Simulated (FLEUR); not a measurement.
**SnO under changes of volume**

One of the cells (17.769 Å³/atom); the others are scaled copies at fixed shape and fractional positions:

```
Sn O
1.0
     3.81370    0.00000    0.00000
     0.00000    3.81370    0.00000
     0.00000    0.00000    4.88691
Sn O
2 2
Direct
  0.50000 0.00000 0.76463
  0.00000 0.50000 0.23537
  0.00000 0.00000 0.00000
  0.50000 0.50000 0.00000
```

The cell is a database's computed one.

```yaml
Program: FLEUR MaX-R8.1 (later development tree)
Functional: PBE
Potentials_or_basis: all-electron
Basis: FLAPW
Kmax: 4.53 1/bohr
k_mesh: 7 × 7 × 6
Occupations: fermi-dirac, width 0.05 eV
Spin: no spin polarisation
```

| volume (Å³/atom) | energy over the lowest point (meV/atom) | gap on the mesh (eV) |
| --- | --- | --- |
| 16.703 | 53.42 | 0.14 |
| 17.058 | 32.75 | 0.22 |
| 17.414 | 17.70 | 0.30 |
| 17.769 | 7.53 | 0.37 |
| 18.125 | ? | ? |
| 18.480 | 0.00 | 0.51 |
| 18.835 | 1.78 | 0.57 |

Q: What does the run at 18.125 Å³/atom give?

A: Energy over the lowest point 1.71 meV/atom; gap on the mesh 0.44 eV.

Worked out: A Birch-Murnaghan fit of order 3 (a polynomial in V^(-2/3)) to the other rows has its minimum at 18.47 Å³/atom with B0 = V·E''(V) = 83 GPa and B' = 4.8 at fixed shape and positions, which overstates the stiffness. It gives 1.79 meV/atom at 18.125 Å³/atom, against the run's 1.71. A straight line through the other rows of the gap, of slope 3.58 eV per unit of ln V, gives 0.44 eV, against the run's 0.44.

Energies are extrapolated to zero smearing.

Caveats: spin-orbit coupling is left out, which moves the levels of the heavy elements; an odd mesh through Γ misses points on the zone boundary, where band edges often lie.
